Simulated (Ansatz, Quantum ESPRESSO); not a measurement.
# Equation of state of rock salt GaAs

How stiff is rock salt GaAs under hydrostatic load? Each row scales the relaxed cell evenly and relaxes the atoms. The symmetry of the cell is held, so distortions that would lower it, which this phase may prefer, aren't tested. The phase is followed to these pressures whether or not it stays the stable one.

Calculated with Quantum ESPRESSO 7.5, PBEsol, PseudoDojo 0.4.1 norm-conserving potentials, cutoff 1170 eV, Fermi–Dirac smearing 0.05 eV, k-mesh 14×14×14, no spin polarisation, no spin-orbit coupling.

Reference cell, relaxed at zero pressure with PBEsol (Fm-3m): a = 3.7511 Å, b = 3.7511 Å, c = 3.7511 Å, α = 60.00°, β = 60.00°, γ = 60.00°.

```csv
atom,x,y,z
As,0.5000,0.5000,0.5000
Ga,0.0000,0.0000,0.0000
```

| V (Å³/atom) | V/V0 | P (GPa) | E − E0 (meV/atom) |
| --- | --- | --- | --- |
| 17.5407 | 0.9400 | 5.866 | 19.4 |
| 17.9139 | 0.9600 | 3.683 | 8.3 |
| 18.2871 | 0.9800 | 1.736 | 2.0 |
| 19.4067 | 1.0400 | −2.908 | 7.0 |
| 19.7799 | 1.0600 | −4.136 | 15.2 |

V0 = 18.6603 Å³ an atom, where the residual pressure P0 is 0.000 GPa. **Question.** Fit the Birch–Murnaghan law and give the pressure and the energy at V = 19.0335 Å³ an atom, a row left out above.

With the Eulerian strain f = ½[(V0/V)^(2/3) − 1] and F = (P − P0)/[3f(1 + 2f)^(5/2)], the third-order law is the line F = B0 + (3/2) B0 (B′ − 4) f.

| f | F (GPa) |
| --- | --- |
| 0.02106 | 83.76 |
| 0.01379 | 83.15 |
| 0.00678 | 82.53 |
| −0.01290 | 80.19 |
| −0.01905 | 79.75 |

A straight line through the 5 rows: the means are 0.001936 for f and 81.876 for F, Σ(Δx)² = 0.00119 and ΣΔxΔy = 0.1239, so the slope is 0.1239/0.00119 = 104.12 and the intercept 81.876 − (104.12)(0.001936) = 81.674.

Hence B0 = 81.7 GPa and B′ = 4 + (104.1)/(1.5 × 81.7) = 4.85. For the withheld volume f = −0.00656, F = 80.99 GPa and P = −1.54 GPa. The run itself gives −1.54 GPa, so the estimate misses by 0.00 GPa, a rounding's worth.

Integrating the same law gives E − E0 = (9/2) B0 V0 f²[1 + (B′ − 4) f] + P0(V0 − V), with 1 GPa Å³ = 6.2415 meV: 1.8 meV an atom. The run itself gives 1.8 meV, so the estimate misses by 0.0 meV, a rounding's worth.

The same fit over all rows at other levels or in other programs gives B0 = 82 GPa with PBEsol (Ansatz) and 82 GPa with r2SCAN (Ansatz).

[Logs are printed without paths, hosts, clocks, repeated set-up lines and the standing remarks that a program may print on its own settings, such as how far it seeks lower states.]
